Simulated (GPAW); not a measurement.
HgTe:

```
Hg Te
1.0
     2.99252   -3.46693    0.00000
     2.99252    3.46693    0.00000
     0.00000    0.00000    5.79816
Hg Te
2 2
Direct
  0.65695 0.34305 0.25000
  0.34305 0.65695 0.75000
  0.21519 0.78481 0.25000
  0.78481 0.21519 0.75000
```

Measurements of this composition are mostly on another form, of space group No. 216.

| Quantity | Value |
| --- | --- |
| Program | GPAW 26.7.0 |
| Task | relaxation of cell and atoms |
| Functional | PBEsol |
| Dispersion | D3 |
| Potentials or basis | PAW data sets generated in the run's folder for this functional |
| Cutoff | 600 eV |
| Basis | pw |
| k mesh | 4 × 4 × 3 |
| Occupations | fermi-dirac, width 0.05 eV |
| Spin | no spin polarisation |

At the start: pressure -4.4 GPa; volume 30.08 Å³/atom.

Q: Where does the relaxation end?

A: Over 28 steps the energy falls by 68.3 meV/atom and the volume is 26.01 Å³/atom (-13.5 %); space group Cmcm (No. 63, to 0.05 Å).

Step by step:
```
step  energy change (eV)  largest force (eV/Å)  pressure (GPa)  volume (Å³)
   1              0.0000                0.0436           -4.41       120.31
   2             -0.0282                0.0465           -4.09       119.25
   3             -0.1631                0.3504            0.92       107.59
   4             -0.1705                0.2876           -0.09       109.31
   5             -0.1742                0.2726           -0.21       109.39
   6             -0.2233                0.0635           -0.96       108.33
   7             -0.2464                0.0815           -0.50       106.39
   8             -0.1871                0.3266            1.40       101.83
   9             -0.2574                0.0277           -0.21       105.33
  10             -0.2593                0.0192           -0.09       104.97
  11             -0.2610                0.0287            0.06       104.59
  12             -0.2628                0.0355            0.20       104.32
  13             -0.2647                0.0377            0.27       104.22
  14             -0.2653                0.0332            0.18       104.44
  15             -0.2656                0.0292            0.06       104.68
  16             -0.2658                0.0288           -0.04       104.86
  17             -0.2663                0.0250           -0.16       105.07
  18             -0.2672                0.0251           -0.29       105.28
  19             -0.2685                0.0287           -0.35       105.36
  20             -0.2696                0.0353           -0.25       105.18
  21             -0.2700                0.0399           -0.08       104.91
  22             -0.2701                0.0407            0.01       104.76
  23             -0.2701                0.0399            0.08       104.64
  24             -0.2703                0.0361            0.17       104.45
  25             -0.2706                0.0273            0.26       104.20
  26             -0.2715                0.0303            0.27       103.96
  27             -0.2726                0.0191            0.16       103.86
  28             -0.2730                0.0075            0.04       104.02
```

Final structure:
```cif
data_structure
_symmetry_space_group_name_H-M 'P 1'
_symmetry_Int_Tables_number 1
_cell_length_a 4.3893
_cell_length_b 4.3893
_cell_length_c 5.4398
_cell_angle_alpha 90.000
_cell_angle_beta 90.000
_cell_angle_gamma 97.003
_cell_volume 104.02
loop_
_atom_site_label
_atom_site_type_symbol
_atom_site_fract_x
_atom_site_fract_y
_atom_site_fract_z
_atom_site_occupancy
Hg1 Hg 0.64776 0.35224 0.25000 1
Hg2 Hg 0.35224 0.64776 0.75000 1
Te1 Te 0.17131 0.82869 0.25001 1
Te2 Te 0.82869 0.17131 0.74999 1
```

Caveat: the k mesh is coarse (spacing up to 0.36 Å⁻¹), so the values aren't converged; later steps reuse the first step's grids.
